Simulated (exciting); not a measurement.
# CdTe (F-43m) in exciting: settings compared

Aim: see how the results for CdTe move with the level of theory and the settings. Levels: PBE, LDA. Tasks: single point.

Everything below comes from runs of exciting (release sodium). Logs are shortened: lines on timing, memory, paths and dates and some standing lists are left out, and cuts for length are marked.

**What was measured.**

A printed reference work, data compilation reports, for a bulk crystal of CdTe at 0 K: band gap 1.607 eV.

The results are compared with them further down.

### 1 The structure

It takes space group F-43m (No. 216, cubic). Conventional cell: a = 6.410 Å, b = 6.410 Å, c = 6.410 Å, α = 90.00°, β = 90.00°, γ = 90.00°. Te (site symmetry -43m) has 4 Cd at 2.78 Å as nearest neighbours. Around Cd (site symmetry -43m) lie 4 Te at 2.78 Å.

### 2 Single point, PBE

The input, input.xml:

```xml
<input>
  <title>CdTe</title>
  <structure speciespath="./" tshift="false">
    <crystal scale="1">
      <basevect>0.000000000000 6.056572229426 6.056572229426</basevect>
      <basevect>6.056572229426 0.000000000000 6.056572229426</basevect>
      <basevect>6.056572229426 6.056572229426 0.000000000000</basevect>
    </crystal>
    <species speciesfile="Te.xml" rmt="2.3">
      <atom coord="0.250000000000 0.250000000000 0.250000000000"/>
    </species>
    <species speciesfile="Cd.xml" rmt="2.3">
      <atom coord="0.000000000000 0.000000000000 0.000000000000"/>
    </species>
  </structure>
  <groundstate do="fromscratch" ngridk="7 7 7" rgkmax="9" gmaxvr="14" lmaxapw="10" lmaxmat="10" lmaxvr="8" xctype="GGA_PBE" stype="Gaussian" swidth="0.00183747" nempty="10" ValenceRelativity="iora*" epsengy="1e-05" epspot="1e-05" maxscl="60" tforce="true" outputlevel="normal"/>
  <properties>
    <chargedensityplot>
      <plot3d>
        <box grid="23 23 23">
          <origin coord="0 0 0"/>
          <point coord="1 0 0"/>
          <point coord="0 1 0"/>
          <point coord="0 0 1"/>
        </box>
      </plot3d>
    </chargedensityplot>
    <elfplot>
      <plot3d>
        <box grid="23 23 23">
          <origin coord="0 0 0"/>
          <point coord="1 0 0"/>
          <point coord="0 1 0"/>
          <point coord="0 0 1"/>
        </box>
      </plot3d>
    </elfplot>
    <exccplot>
      <plot3d>
        <box grid="23 23 23">
          <origin coord="0 0 0"/>
          <point coord="1 0 0"/>
          <point coord="0 1 0"/>
          <point coord="0 0 1"/>
        </box>
      </plot3d>
    </exccplot>
  </properties>
</input>
```

Potentials or basis: all-electron LAPW+lo, shipped species files, valence relativity iora*.

Run with:

```console
$ OMP_NUM_THREADS=1 exciting_smp
```

INFO.OUT:

```text
================================================================================
EXCITING SODIUM started
[... 10 lines left out ...]

 Lattice vectors (cartesian) :
      0.0000000000      6.0565722294      6.0565722294
      6.0565722294      0.0000000000      6.0565722294
      6.0565722294      6.0565722294      0.0000000000

 Reciprocal lattice vectors (cartesian) :
     -0.5187080306      0.5187080306      0.5187080306
      0.5187080306     -0.5187080306      0.5187080306
      0.5187080306      0.5187080306     -0.5187080306

 Unit cell volume                           :     444.3351786826
 Brillouin zone volume                      :       0.5582502249

 Species :    1 (Te)
     parameters loaded from                 :    Te.xml
     name                                   :    tellurium
     nuclear charge                         :     -52.00000000
     electronic charge                      :      52.00000000
     atomic mass                            :  232600.57070000
     muffin-tin radius                      :       2.30000000
     # of radial points in muffin-tin       :     400

     atomic positions (lattice) :
       1 :   0.25000000  0.25000000  0.25000000

 Species :    2 (Cd)
     parameters loaded from                 :    Cd.xml
     name                                   :    cadmium
     nuclear charge                         :     -48.00000000
     electronic charge                      :      48.00000000
     atomic mass                            :  204912.71750000
     muffin-tin radius                      :       2.30000000
     # of radial points in muffin-tin       :     400

     atomic positions (lattice) :
       1 :   0.00000000  0.00000000  0.00000000

 Total number of atoms per unit cell        :       2

 Spin treatment                             :    spin-unpolarised

 Number of Bravais lattice symmetries       :      48
 Number of crystal symmetries               :      24

 k-point grid                               :       7    7    7
 Total number of k-points                   :      30
 k-point set is reduced with crystal symmetries

 R^MT_min * |G+k|_max (rgkmax)              :       9.00000000
 Species with R^MT_min                      :       1 (Te)
 Maximum |G+k| for APW functions            :       3.91304348
 Maximum |G| for potential and density      :      14.00000000

 G-vector grid sizes                        :      40    40    40
 Total number of G-vectors                  :   20539

 Maximum angular momentum used for
     APW functions                          :      10
     computing H and O matrix elements      :      10
     potential and density                  :       8
     inner part of muffin-tin               :       2

 Total nuclear charge                       :    -100.00000000
 Total electronic charge                    :     100.00000000
 Total core charge                          :      66.00000000
 Total valence charge                       :      34.00000000

 Number of empty states                     :      10
 Total number of valence states             :      28

 Maximum Hamiltonian size                   :     485
 Maximum number of plane-waves              :     459
 Total number of local-orbitals             :      26

 Exchange-correlation type                  :      20
     Perdew-Burke-Ernzerhof, Phys. Rev. Lett. 77, 3865 (1996)
     Generalised gradient approximation (GGA)

 Smearing scheme                            :    Gaussian
 Smearing width                             :       0.00183747

 Using multisecant Broyden potential mixing
[... 6 lines left out ...]
* Groundstate module started                                                   *
********************************************************************************
 Output level for this task is set to normal

++++++++++++++++++++++++++++++++++++++++++++++++++++++++++++++++++++++++++++++++
[... 5 lines left out ...]
+ SCF iteration number :    1                                                  +
++++++++++++++++++++++++++++++++++++++++++++++++++++++++++++++++++++++++++++++++
 Total energy                               :    -12391.17227386
 _______________________________________________________________
 Fermi energy                               :         0.15972870
 Kinetic energy                             :     13056.80773850
 Coulomb energy                             :    -25117.06249149
 Exchange energy                            :      -325.53449146
 Correlation energy                         :        -5.38302941

 DOS at Fermi energy (states/Ha/cell)       :         0.00000000

 Electron charges :
     core                                   :        66.00000000
     core leakage                           :         0.00334601
     valence                                :        34.00000000
     interstitial                           :         4.89959431
     charge in muffin-tin spheres :
                  atom     1    Te          :        49.20195715
                  atom     2    Cd          :        45.89844854
     total charge in muffin-tins            :        95.10040569
     total charge                           :       100.00000000

 Estimated fundamental gap                  :         0.04064609
        valence-band maximum at    1      0.0000  0.0000  0.0000
     conduction-band minimum at    1      0.0000  0.0000  0.0000

++++++++++++++++++++++++++++++++++++++++++++++++++++++++++++++++++++++++++++++++
+ SCF iteration number :    2                                                  +
++++++++++++++++++++++++++++++++++++++++++++++++++++++++++++++++++++++++++++++++
 Total energy                               :    -12392.62879054
 _______________________________________________________________
 Fermi energy                               :         0.16012071
 Kinetic energy                             :     13055.87694361
 Coulomb energy                             :    -25117.54537442
 Exchange energy                            :      -325.57630822
 Correlation energy                         :        -5.38405151

 DOS at Fermi energy (states/Ha/cell)       :         0.00000000

 Electron charges :
     core                                   :        66.00000000
     core leakage                           :         0.00333695
     valence                                :        34.00000000
     interstitial                           :         4.90169496
     charge in muffin-tin spheres :
                  atom     1    Te          :        49.13523483
                  atom     2    Cd          :        45.96307021
     total charge in muffin-tins            :        95.09830504
     total charge                           :       100.00000000
[... 340 lines left out ...]
++++++++++++++++++++++++++++++++++++++++++++++++++++++++++++++++++++++++++++++++
+ SCF iteration number :   13                                                  +
++++++++++++++++++++++++++++++++++++++++++++++++++++++++++++++++++++++++++++++++
 Total energy                               :    -12392.96197712
 _______________________________________________________________
 Fermi energy                               :         0.15786913
 Kinetic energy                             :     13055.07378804
 Coulomb energy                             :    -25117.07214270
 Exchange energy                            :      -325.57897691
 Correlation energy                         :        -5.38464555

 DOS at Fermi energy (states/Ha/cell)       :         0.00000000

 Electron charges :
     core                                   :        66.00000000
     core leakage                           :         0.00331743
     valence                                :        34.00000000
     interstitial                           :         4.91546189
     charge in muffin-tin spheres :
                  atom     1    Te          :        49.08059148
                  atom     2    Cd          :        46.00394663
     total charge in muffin-tins            :        95.08453811
     total charge                           :       100.00000000

 Estimated fundamental gap                  :         0.03188680
        valence-band maximum at    1      0.0000  0.0000  0.0000
     conduction-band minimum at    1      0.0000  0.0000  0.0000

 RMS change in effective potential (target) :  0.669593E-08  ( 0.100000E-04)
 Absolute change in total energy   (target) :  0.231425E-06  ( 0.100000E-04)
 Charge distance                   (target) :  0.242592E-08  ( 0.100000E-04)
 Abs. change in max-nonIBS-force   (target) :   0.00000      ( 0.500000E-04)

++++++++++++++++++++++++++++++++++++++++++++++++++++++++++++++++++++++++++++++++
| Convergency criteria checked for the last 2 iterations                       +
| Convergence targets achieved. Performing final SCF iteration                 +
++++++++++++++++++++++++++++++++++++++++++++++++++++++++++++++++++++++++++++++++
 Total energy                               :    -12392.96197709
 _______________________________________________________________
 Fermi energy                               :         0.15786913
 Kinetic energy                             :     13055.07378797
 Coulomb energy                             :    -25117.07214260
 Exchange energy                            :      -325.57897691
 Correlation energy                         :        -5.38464555

 DOS at Fermi energy (states/Ha/cell)       :         0.00000000

 Electron charges :
     core                                   :        66.00000000
     core leakage                           :         0.00331743
     valence                                :        34.00000000
     interstitial                           :         4.91546188
     charge in muffin-tin spheres :
                  atom     1    Te          :        49.08059148
                  atom     2    Cd          :        46.00394664
     total charge in muffin-tins            :        95.08453812
     total charge                           :       100.00000000

 Estimated fundamental gap                  :         0.03188680
        valence-band maximum at    1      0.0000  0.0000  0.0000
     conduction-band minimum at    1      0.0000  0.0000  0.0000

++++++++++++++++++++++++++++++++++++++++++++++++++++++++++++++++++++++++++++++++
+ Self-consistent loop stopped                                                 +
++++++++++++++++++++++++++++++++++++++++++++++++++++++++++++++++++++++++++++++++
 STATE.OUT is written

--------------------------------------------------------------------------------
- Writing atomic positions and forces                                          -
--------------------------------------------------------------------------------

 Atomic positions (lattice) :
 atom     1  Te  :     0.25000000    0.25000000    0.25000000
 atom     2  Cd  :     0.00000000    0.00000000    0.00000000

 Total atomic forces including IBS (cartesian) :
 atom     1  Te  :     0.00000000   -0.00000000   -0.00000000
 atom     2  Cd  :    -0.00000000    0.00000000    0.00000000

 Atomic force components including IBS (cartesian) :
 atom     1  Te  :     0.00000000   -0.00000000   -0.00000000   HF force
                 :     0.00000000    0.00000000    0.00000000   core correction
                 :    -0.00000000    0.00000000    0.00000000   IBS correction
 atom     2  Cd  :    -0.00000000    0.00000000    0.00000000   HF force
                 :    -0.00000000   -0.00000000   -0.00000000   core correction
                 :     0.00000000   -0.00000000   -0.00000000   IBS correction

********************************************************************************
* Groundstate module stopped                                                   *
********************************************************************************

================================================================================
| EXCITING SODIUM stopped                                                      =
================================================================================
```

Run time: 2.6 min. Hardware: 1 thread of Arm Neoverse V2, shared host; peak memory 0.16 GiB.

Results:

| Property | Result |
| --- | --- |
| Free energy | -337229.6751 eV |
| Band gap on the k mesh | 0.87 eV, direct |
| All electrons inside the program's atomic spheres | Te 49.08; Cd 46.00 (radii Te 2.3, Cd 2.3 bohr) |

Caveat: spin-orbit coupling is left out, which moves the levels of the heavy elements.

[end of part 1 of 2]
